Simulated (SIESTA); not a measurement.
Zn:

```xyz
2
Lattice="2.6700 0.0000 0.0000 -1.3350 2.3123 0.0000 0.0000 0.0000 4.9660" Properties=species:S:1:pos:R:3 pbc="T T T"
Zn    1.3350    0.7708    3.7245
Zn    0.0000    1.5415    1.2415
```

Base run:

```yaml
Program: SIESTA 5.4.2
Functional: vdW-DF2
Potentials_or_basis: PseudoDojo 0.4 standard (PBE files)
Basis: DZP (energy shift 0.003 Ry; two zetas on semicore shells)
Grid_cutoff: 800 Ry
Energy_shift: 0.003 Ry
k_mesh: 11 × 11 × 6
Occupations: fermi-dirac, width 0.05 eV
Spin: no spin polarisation
```

Its results: band gap on the k mesh none (metal or under the smearing width); pressure 2.9 GPa.

Task: After a change of settings the same cell gave: band gap on the k mesh none (metal or under the smearing width); pressure -7.1 GPa. Which change was it?
A. functional from vdW-DF2 to vdW-DF-C09
B. functional from vdW-DF2 to vdW-DF
C. functional from vdW-DF2 to optB88-vdW
D. functional from vdW-DF2 to vdW-DF-cx

Result: D.

Caveats: short orbitals over semicore shells can move pressures by several GPa; the valence orbitals were made in a potential fitted to the semicore shell under them, which widens gaps by tenths of an eV or more; the potentials were made for another functional, which shifts forces and pressure; the basis of atomic orbitals isn't converged, which shifts pressures, moduli and gaps.

Runs at the PBE level aren't shown here.
